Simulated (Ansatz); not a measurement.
# HfC (Fm-3m) in Ansatz: notebook, part 2 of 2

Ansatz 0.2.0. Earlier steps stand in the parts before.

## (3) Elastic constants, PBEsol

File input.yaml:

```yaml
crystal:
  lattice:
    - [0.0, 2.325, 2.325]
    - [2.325, 0.0, 2.325]
    - [2.325, 2.325, 0.0]
  atoms:
    - { symbol: Hf, position: [0.5, 0.5, 0.5] }
    - { symbol: C, position: [0.0, 0.0, 0.0] }
kpoints:
  mp_grid: { grid: [7, 7, 7] }
scf:
  occupations: { method: fermi_dirac, width: 0.05 }
hamiltonian:
  xc: pbesol
  pseudopotentials: { kind: all_electron, lapw: { basis_error: 0.001 } }
output:
  forces: true
  stress: true
elastic:
  mode: clamped_ion
  stencil: two_point
```

Potentials or basis: all-electron LAPW, scalar-relativistic.

Launch:

```console
> ansatz run input.yaml --threads 1 --pin off --max-ram 3072MiB --backend cpu --events-out ev --progress --plain --runs-dir out
```

What it wrote:

```text
Warning: RAYON_NUM_THREADS=1 ignored (pool sized by the plan → 1); use --threads N
LAPW: plane waves up to 9.215 Å⁻¹, error target 1.0e-3 eV per atom; small_component_spin mean_spin; C in spheres of 0.922 Å, 6 of its electrons in bands, Dirac shells []; Hf in spheres of 1.333 Å, 42 of its electrons in bands, Dirac shells [] (how accurate: hamiltonian.pseudopotentials.lapw.basis_error, Limitations)
Engine: ansatz 0.2.0, aarch64-unknown-linux-gnu
Pseudopotentials: kind: all_electron
Pseudopotential: Hf, LAPW, valence charge 42, lapw/all_electron/scalar/gaussian/Hf, Koelling and Harmon's equation, gaussian nucleus
Pseudopotential: C, LAPW, valence charge 6, lapw/all_electron/scalar/gaussian/C, Koelling and Harmon's equation, gaussian nucleus
Functional definition: PBEsol
  exchange = pbesol_x
  correlation = pbesol_c
Crystal: 2 atoms, lattice volume = 25.136 Å³
Basis set: ecut = 323.54969205219953 eV, 331 PW (Γ), exchange–correlation at level 2
Bands: 29, of which v1, the nominal top of the filled ones, is band 24 counted from 1 (23 counted from 0)
Symmetry: 48 space group operations
Space group: Fm-3m (ITA 225), of the structure as read, at distance tolerance 2.9e-5 Å
k-points: 20 of 343
Non-local potential: Hf, projectors of the file, none
Non-local potential: C, projectors of the file, none
Initial density: superposition of atomic densities (chi_scale 0.1, normalization cell, long waves kept (reshape's long-wave potential 0.00 eV rms))
Initial wavefunctions: plane waves of lowest kinetic energy (no species holds an atomic orbital)
Functional: x = pbesol(κ = 0.804, μ = 0.12345679012345678), c = pbesol(β = 0.046)
iter 1 solved again at ethr=1.20e-2 eV; its pass at ethr=1.00e-1 eV (dr2=5.77e0 eV) is discarded
SCF iter   1: F=—  HF=-411163.401706 eV  |F-HF|=—  |Δ(HF+E_count)|=         —  Δρ=1.26e-1  dr2=5.77e0  ethr=1.20e-2  ⟨swp⟩=2.0  Hψ=3519  notcnv=0
preconditioner: auto → none  [insulator: Δε(μ)=0.594 eV  Ē_g=18.070 eV  σ=0.050 eV  W_gap=0.82  n_scr=14 (ndim 8)  ℏωp=39.2 eV  f_vac=0.000  D(μ)=0.29/eV (n_scr^D=0)  ε∞_Penn≈5.7]
SCF iter   2: F=—  HF=-411162.511461 eV  |F-HF|=—  |Δ(HF+E_count)|=   8.90e-1  Δρ=8.17e-2  dr2=2.12e0  ethr=1.20e-2  ⟨swp⟩=3.0  Hψ=1780  notcnv=0
iter 3 solved again at ethr=5.48e-5 eV; its pass at ethr=4.42e-3 eV (dr2=2.63e-2 eV) is discarded
SCF iter   3: F=—  HF=-411161.526925 eV  |F-HF|=—  |Δ(HF+E_count)|=   9.85e-1  Δρ=1.25e-2  dr2=2.63e-2  ethr=5.48e-5  ⟨swp⟩=2.0  Hψ=3029  notcnv=0
SCF iter   4: F=—  HF=-411161.519532 eV  |F-HF|=—  |Δ(HF+E_count)|=         —  Δρ=4.89e-3  dr2=4.32e-3  ethr=5.48e-5  ⟨swp⟩=2.0  Hψ=1700  notcnv=0
the basis was enlarged: its passes take 102.4 KiB over the memory plan, 1 of 1 planned eigensolver slots
SCF iter   5: F=—  HF=-411161.518112 eV  |F-HF|=—  |Δ(HF+E_count)|=   1.42e-3  Δρ=1.09e-3  dr2=2.03e-4  ethr=8.99e-6  ⟨swp⟩=2.0  Hψ=1695  notcnv=0
SCF iter   6: F=—  HF=-411161.517768 eV  |F-HF|=—  |Δ(HF+E_count)|=   3.45e-4  Δρ=2.69e-4  dr2=1.50e-5  ethr=4.23e-7  ⟨swp⟩=2.0  Hψ=1695  notcnv=0
SCF iter   7: F=—  HF=-411161.517724 eV  |F-HF|=—  |Δ(HF+E_count)|=   4.39e-5  Δρ=3.16e-5  dr2=2.83e-7  ethr=3.12e-8  ⟨swp⟩=3.0  Hψ=1757  notcnv=0
SCF iter   8: F=—  HF=-411161.517723 eV  |F-HF|=—  |Δ(HF+E_count)|=   5.22e-7  Δρ=1.24e-6  dr2=3.94e-10  ethr=5.90e-10  ⟨swp⟩=2.9  Hψ=1732  notcnv=0
SCF iter   9: F=—  HF=-411161.517723 eV  |F-HF|=—  |Δ(HF+E_count)|=  5.24e-10  Δρ=1.55e-7  dr2=3.06e-12  ethr=6.88e-12 (applied; sched 1.00e-12)  ⟨swp⟩=2.2  Hψ=1704  notcnv=0
SCF iter  10: F=-411161.517723 eV  HF=-411161.517723 eV  |F-HF|=5.82e-11  |Δ(HF+E_count)|=  1.16e-10  Δρ=9.45e-9  dr2=2.10e-14  ethr=6.72e-12 (applied; sched 1.00e-12)  ⟨swp⟩=2.0  Hψ=1695  notcnv=0
SCF 1 converged in 10 iterations: F = -411161.517723 eV  dr2 = 2.10e-14
[... 55 lines left out ...]
SCF iter   6: F=—  HF=-411161.517676 eV  |F-HF|=—  |Δ(HF+E_count)|=  4.07e-10  Δρ=1.44e-7  dr2=4.34e-12  ethr=6.72e-12 (applied; sched 1.00e-12)  ⟨swp⟩=2.0  Hψ=5434  notcnv=0
SCF iter   7: F=—  HF=-411161.517676 eV  |F-HF|=—  |Δ(HF+E_count)|=  1.16e-10  Δρ=1.81e-8  dr2=4.45e-14  ethr=6.72e-12 (applied; sched 1.00e-12)  ⟨swp⟩=2.0  Hψ=5434  notcnv=0
SCF iter   8: F=-411161.517676 eV  HF=-411161.517676 eV  |F-HF|=5.82e-11  |Δ(HF+E_count)|=  4.07e-10  Δρ=2.22e-9  dr2=5.41e-16  ethr=6.72e-12 (applied; sched 1.00e-12)  ⟨swp⟩=2.0  Hψ=5434  notcnv=0
SCF 5 converged in 8 iterations: F = -411161.517676 eV  dr2 = 5.41e-16
SCF converged after 10 iterations
Free energy (F): -411161.517723 eV
Harris-Foulkes:  -411161.517723 eV  (|F-HF|=5.82e-11)
Internal energy: -411161.513062 eV  (E = F + TS)
E sigma→0 (E₀):  -411161.515392 eV
Entropy (-TS):   -0.004662 eV (-2.331 meV/atom)
Fermi energy:    20.243325 eV
--- Per-component energies (eV) ---
  E_band       = -4277.933996
  E_kinetic    = 457329.480672
  E_xc         = -8434.140581
  E_electrostatic = -860056.853152  (all electrons and nuclei)
  E_smearing   = -0.004662  (= −TS)
  E_closure    = 0.000000  (closes the sum)
  E_atoms      = -411142.005238  (free atoms, spherical and without spin; not in F)
  Σ components = -411161.517723   (vs F -411161.517723, Δ=0.00e0)
  Basis errors (estimates in eV, not in F): energy 3.8e-4 per atom: plane waves 3.4e-4 (1.9e-4 summed), levels above the bands 4.9e-62, relativity 3.5e-8, radial functions 3.9e-5, core shells 2.5e-7; eigenvalues (radial functions only) 2.3e-6; not estimated: angular momenta, meshes, grids; target (lapw.basis_error) 1.0e-3; muffin-tin radii C 0.922 Å, Hf 1.333 Å
--- Forces (eV/Å), atoms counted from 1 ---
  atom   1  Hf     0.00000000    -0.00000000     0.00000000
  atom   2  C     -0.00000000     0.00000000    -0.00000000
  max |Σ_I F_I| component: 2.96e-31 eV/Å
--- Stress (GPa, compression-positive) ---
       -6.427706      -0.000000      -0.000000
       -0.000000      -6.427706       0.000000
       -0.000000       0.000000      -6.427706
  P = ⅓ Tr σ = -6.4277 GPa (-64.277 kbar)
--- Band table (eV; the first three rows and the last of 20) ---
  k-point 0: bands = ["-351.8838", "-351.8838", "-351.8838", "-242.9132", "-179.9738", "-179.9738", "-179.9738", "-179.9559", "-179.9559", "-40.7420", "-9.1985", "-9.1985", "-9.1985", "8.0274", "9.2784", "9.2877", "9.2877", "9.2877", "9.3690", "9.3690", "9.3690", "21.4124", "21.4124", "21.4124", "21.6429", "21.6429", "21.6429", "23.6599", "23.6599"]
  k-point 1: bands = ["-351.8838", "-351.8838", "-351.8838", "-242.9132", "-179.9738", "-179.9738", "-179.9738", "-179.9559", "-179.9559", "-40.7343", "-9.3347", "-9.2118", "-9.2118", "8.5085", "9.2856", "9.2992", "9.2992", "9.3076", "9.3584", "9.3584", "9.3695", "19.2273", "19.8132", "19.8132", "22.3374", "22.3374", "22.7219", "25.6014", "25.6014"]
  k-point 2: bands = ["-351.8838", "-351.8838", "-351.8838", "-242.9132", "-179.9738", "-179.9738", "-179.9738", "-179.9559", "-179.9559", "-40.7171", "-9.6275", "-9.2413", "-9.2413", "9.1583", "9.3043", "9.3222", "9.3222", "9.3405", "9.3405", "9.3705", "9.9693", "16.7090", "18.2504", "18.2504", "23.5698", "23.7205", "23.7205", "28.5902", "28.5902"]
  k-point 19: bands = ["-351.8838", "-351.8838", "-351.8838", "-242.9132", "-179.9738", "-179.9738", "-179.9738", "-179.9559", "-179.9559", "-40.6887", "-9.6439", "-9.6152", "-9.4045", "9.2592", "9.3069", "9.3178", "9.3252", "9.3338", "9.3454", "9.3493", "10.8445", "16.7242", "17.5696", "18.0591", "23.2047", "24.6997", "26.8631", "27.8462", "28.7655"]
--- Elastic constants: 2 strain directions × 2 members + reference (group order 48) ---
  dense FFT box of the reference and of every strained cell: 20×20×20
  strains applied: 11, 23; error gains: componentwise 1.00 (the most a stress slope's error grows in a printed constant), spectral 1.73 (1 for all six strains in a standard setting)
  C = ∂σ_k/∂η_j (tension-positive GPa; Voigt order 11 22 33 23 13 12):
       436.774    114.321    114.321      0.000      0.000     -0.000
       114.321    436.774    114.321     -0.000      0.000      0.000
       114.321    114.321    436.774     -0.000      0.000      0.000
         0.000      0.000      0.000    153.621      0.000     -0.000
         0.000      0.000     -0.000     -0.000    153.621     -0.000
         0.000     -0.000      0.000      0.000     -0.000    153.621
  reference stress σ⁰ (GPa):      6.428      6.428      6.428     -0.000      0.000      0.000
  no Pulay correction (none for the plane-wave cutoff is built on LAPW): the batch's stresses and constants are at fixed plane waves
  C* (energy form; C + prestress term) asymmetry max|C*_kj − C*_jk| = 1.421e-14 GPa — a small one proves nothing (zero by symmetry where the batch's group is 432, −43m or m−3m); a large one is finite-difference/SCF noise where every solve meets its electron count
  moduli (Voigt/Reuss/Hill, GPa): K = 221.81/221.81/221.81   G = 156.66/156.58/156.62   E = 380.34   ν = 0.214
  mechanically stable: yes (min eigenvalue of sym C = 153.62 GPa)
  where every solve meets its electron count the energy-path curvature estimates C_jj along a normal strain and C_jj − ¼(σ⁰_aa + σ⁰_bb) along a shear (ab), closely only under elastic.basis: deformed
  strain η (Voigt 11):  stress-route row diagonal C_11 = 436.77 GPa, energy-path curvature d²(F+E_count)/dδ²/Ω₀ = 436.64 GPa
         δ    σ_11 (GPa)             F (eV)   n_scf  n_hpsi   n_pw
    -2.000e-3       5.5440     -411161.5196020       8   36413    338
     2.000e-3       7.2911     -411161.5155704       8   36425    338
  strain η (Voigt 23):  stress-route row diagonal C_44 = 153.62 GPa, energy-path curvature d²(F+E_count)/dδ²/Ω₀ = 150.37 GPa
         δ    σ_23 (GPa)             F (eV)   n_scf  n_hpsi   n_pw
    -2.000e-3      -0.3072     -411161.5176761       8   59647    338
     2.000e-3       0.3072     -411161.5176761       8   59725    338
```

elastic_members.tsv:

```text
# convention: tension-positive GPa; Voigt order 11 22 33 23 13 12; engineering shear strains; stresses and constants hold the Pulay correction, whose part of sigma0, of c and of each member's stress the lines and columns named pulay_correction_..._gpa give (of c_energy it is that of c and, on the columns of strains 1 to 3, that of sigma0; of a layer's constants it is that of c in the plane, times a tenth of its plane spacing in ang); where a line pulay_correction_withheld stands none holds it
[... 14 lines left out ...]
3	2.0000000000e-3	6.4262456048e0	6.4282878085e0	6.4282878085e0	3.0724210226e-1	7.7821335751e-15	-2.7793334197e-15	-4.1116151768e5	-4.1116151535e5	8	59725	338	nan	nan	0.0000000000e0	nan	nan	nan	nan	nan	nan	nan	0.0000000000e0
```

Run time: 46 s. Hardware: 1 thread of Arm Neoverse V2, shared host; peak memory 0.38 GiB.

Results:

```yaml
Free_energy: -411161.5177 eV
Pressure: -6.4 GPa
Band_gap_on_the_k_mesh: none (metal or under the smearing width)
Clamped-ion_elastic_constants_C11_C12_C44: 437, 114, 154 GPa
Voigt_bulk_modulus: 222 GPa
```

Elastic tensor in Voigt notation (GPa, ions clamped, in the Cartesian axes of the cell as first typed):
```
437 114 114   0   0   0
114 437 114   0   0   0
114 114 437   0   0   0
  0   0   0 154   0   0
  0   0   0   0 154   0
  0   0   0   0   0 154
```

Caveat: the k mesh is thin for a metal, which can move the energy by tens of meV per atom; a metal's response needs a denser mesh; the cell is more than 3 GPa from zero pressure, which shifts response properties; elastic constants of metals need much finer meshes, so these are rough. Spin-orbit coupling is left out, which matters for the levels of Hf.

## (4) Elastic constants, PBE

Edit input.yaml of step 3 so:

```diff
@@ -13,3 +13,3 @@
 hamiltonian:
-  xc: pbesol
+  xc: pbe
   pseudopotentials: { kind: all_electron, lapw: { basis_error: 0.001 } }
```

Potentials or basis: all-electron LAPW, scalar-relativistic.

Launch:

```console
> ansatz run input.yaml --threads 1 --pin off --max-ram 3072MiB --backend cpu --events-out ev --progress --plain --runs-dir out
```

What it wrote:

```text
Warning: RAYON_NUM_THREADS=1 ignored (pool sized by the plan → 1); use --threads N
LAPW: plane waves up to 9.218 Å⁻¹, error target 1.0e-3 eV per atom; small_component_spin mean_spin; C in spheres of 0.922 Å, 6 of its electrons in bands, Dirac shells []; Hf in spheres of 1.333 Å, 42 of its electrons in bands, Dirac shells [] (how accurate: hamiltonian.pseudopotentials.lapw.basis_error, Limitations)
[... 4 set-up lines as earlier in the session ...]
Functional definition: PBE
  parameter kappa = 0.804
  parameter beta = 0.06672455060314922
  exchange = pbe_x(kappa = kappa, mu = beta*pi^2/3)
  correlation = pbe_c(beta = beta)
Crystal: 2 atoms, lattice volume = 25.136 Å³
Basis set: ecut = 323.7244825786237 eV, 331 PW (Γ), exchange–correlation at level 2
Bands: 29, of which v1, the nominal top of the filled ones, is band 24 counted from 1 (23 counted from 0)
[... 2 set-up lines as earlier in the session ...]
k-points: 20 of 343
[... 4 set-up lines as earlier in the session ...]
[... 111 lines left out ...]
--- Elastic constants: 2 strain directions × 2 members + reference (group order 48) ---
  dense FFT box of the reference and of every strained cell: 20×20×20
  strains applied: 11, 23; error gains: componentwise 1.00 (the most a stress slope's error grows in a printed constant), spectral 1.73 (1 for all six strains in a standard setting)
  C = ∂σ_k/∂η_j (tension-positive GPa; Voigt order 11 22 33 23 13 12):
       458.719    122.449    122.449      0.000      0.000      0.000
       122.449    458.719    122.449      0.000      0.000      0.000
       122.449    122.449    458.719      0.000      0.000      0.000
         0.000     -0.000     -0.000    156.064      0.000     -0.000
         0.000     -0.000      0.000     -0.000    156.064      0.000
         0.000     -0.000      0.000     -0.000     -0.000    156.064
  reference stress σ⁰ (GPa):     -0.331     -0.331     -0.331     -0.000      0.000      0.000
  no Pulay correction (none for the plane-wave cutoff is built on LAPW): the batch's stresses and constants are at fixed plane waves
  C* (energy form; C + prestress term) asymmetry max|C*_kj − C*_jk| = 4.263e-14 GPa — a small one proves nothing (zero by symmetry where the batch's group is 432, −43m or m−3m); a large one is finite-difference/SCF noise where every solve meets its electron count
  moduli (Voigt/Reuss/Hill, GPa): K = 234.54/234.54/234.54   G = 160.89/160.68/160.79   E = 392.63   ν = 0.221
  mechanically stable: yes (min eigenvalue of sym C = 156.06 GPa)
  where every solve meets its electron count the energy-path curvature estimates C_jj along a normal strain and C_jj − ¼(σ⁰_aa + σ⁰_bb) along a shear (ab), closely only under elastic.basis: deformed
  strain η (Voigt 11):  stress-route row diagonal C_11 = 458.72 GPa, energy-path curvature d²(F+E_count)/dδ²/Ω₀ = 458.60 GPa
         δ    σ_11 (GPa)             F (eV)   n_scf  n_hpsi   n_pw
    -2.000e-3      -1.2576     -411288.9379444       8   36373    338
     2.000e-3       0.5773     -411288.9381538      11   46408    338
  strain η (Voigt 23):  stress-route row diagonal C_44 = 156.06 GPa, energy-path curvature d²(F+E_count)/dδ²/Ω₀ = 156.19 GPa
         δ    σ_23 (GPa)             F (eV)   n_scf  n_hpsi   n_pw
    -2.000e-3      -0.3121     -411288.9381440       9   64969    338
     2.000e-3       0.3121     -411288.9381440       9   65058    338
```

elastic_members.tsv:

```text
# convention: tension-positive GPa; Voigt order 11 22 33 23 13 12; engineering shear strains; stresses and constants hold the Pulay correction, whose part of sigma0, of c and of each member's stress the lines and columns named pulay_correction_..._gpa give (of c_energy it is that of c and, on the columns of strains 1 to 3, that of sigma0; of a layer's constants it is that of c in the plane, times a tenth of its plane spacing in ang); where a line pulay_correction_withheld stands none holds it
[... 14 lines left out ...]
3	2.0000000000e-3	-3.3174156057e-1	-3.2998430680e-1	-3.2998430680e-1	3.1212792371e-1	7.7821335751e-15	-2.5014000777e-15	-4.1128893814e5	-4.1128893586e5	9	65058	338	nan	nan	0.0000000000e0	nan	nan	nan	nan	nan	nan	nan	0.0000000000e0
```

Run time: 43 s. Hardware: 1 thread of Arm Neoverse V2, shared host; peak memory 0.38 GiB.

Results:

```yaml
Free_energy: -411288.9382 eV
Pressure: 0.3 GPa
Band_gap_on_the_k_mesh: none (metal or under the smearing width)
Clamped-ion_elastic_constants_C11_C12_C44: 459, 122, 156 GPa
Voigt_bulk_modulus: 235 GPa
```

Elastic tensor in Voigt notation (GPa, ions clamped, in the Cartesian axes of the cell as first typed):
```
459 122 122   0   0   0
122 459 122   0   0   0
122 122 459   0   0   0
  0   0   0 156   0   0
  0   0   0   0 156   0
  0   0   0   0   0 156
```

Caveat: the k mesh is thin for a metal, which can move the energy by tens of meV per atom; a metal's response needs a denser mesh; elastic constants of metals need much finer meshes, so these are rough.

## (5) The runs side by side

| task | level | potentials or basis | spin | cutoff (eV) | gap on the mesh (eV) | pressure (GPa) |
| --- | --- | --- | --- | --- | --- | --- |
| band structure | LDA | all-electron LAPW, relativistic spinors | SOC, no magnetisation | 303 | - | -12.4 |
| elastic constants | PBEsol | all-electron LAPW, scalar-relativistic | off | 324 | none | -6.4 |
| elastic constants | PBE | all-electron LAPW, scalar-relativistic | off | 324 | none | 0.3 |

Alike in all rows: cell as given; k mesh 7 × 7 × 7; smearing fermi-dirac 0.05 eV; basis error allowed 0.001 eV/atom.

Caveats: the k mesh is thin for a metal, which can move the energy by tens of meV per atom; a metal's response needs a denser mesh (some runs); elastic constants of metals need much finer meshes, so these are rough (some runs); the cell is more than 3 GPa from zero pressure, which shifts response properties (some runs).

Compare energies only between runs with the same functional and basis.
